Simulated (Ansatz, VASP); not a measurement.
## Two plane-wave programs on CdSe (Cadmoselite)

```
Cd Se
1.0
     4.24188    0.00000    0.00000
    -2.12094    3.67358    0.00000
     0.00000    0.00000    6.92512
Cd Se
2 2
Direct
  0.66667 0.33333 0.50000
  0.33333 0.66667 0.00000
  0.66667 0.33333 0.88500
  0.33333 0.66667 0.38500
```

Alike in both runs: task single point; functional RPBE; dispersion D4; k mesh 7 × 7 × 4; occupations fermi-dirac, width 0.05 eV; no spin polarisation.

```csv
,VASP,Ansatz
version,VASP 6.6.1,Ansatz 0.2.0
potentials or method,"VASP PAW PBE potentials, release 64 (Cd, Se)",Ansatz PAW
plane-wave cutoff (eV),520,420
valence electrons in the cell,36,72
```

|  | VASP | Ansatz | Ansatz less VASP |
| --- | --- | --- | --- |
| gap on the k mesh at the Fermi level (eV) | 0.96 | 0.96 | 0.000 |
| least direct gap on the mesh (eV) | 0.96 | 0.96 | 0.000 |
| pressure (GPa) | 3.7 | 3.3 | -0.39 |
| largest component of the traceless stress (GPa) | 1.96 | 1.90 | -0.062 |
| rms of the force components (eV/Å) | 0.196 | 0.189 | -0.0071 |
| dispersion energy (meV/atom) | -626.5 | -626.7 | -0.16 |

Atom by atom the forces differ by 0.007 eV/Å (rms over components). With one functional, cell and mesh, what is left measures potentials, basis and numerics. The two sets of potentials don't hold the same shells in valence.

Caveats: the PAW data sets were made with another functional, which shifts forces and pressure a little (VASP); odd divisions of the mesh miss points on the zone boundary, where band edges often lie, so the gap on the mesh can be too wide (Ansatz); the PAW data sets come from PBE, with cores solved anew for the run's functional, which leaves a small shift of forces and pressure (Ansatz). As with any semilocal functional, this RPBE gap is likely too small.
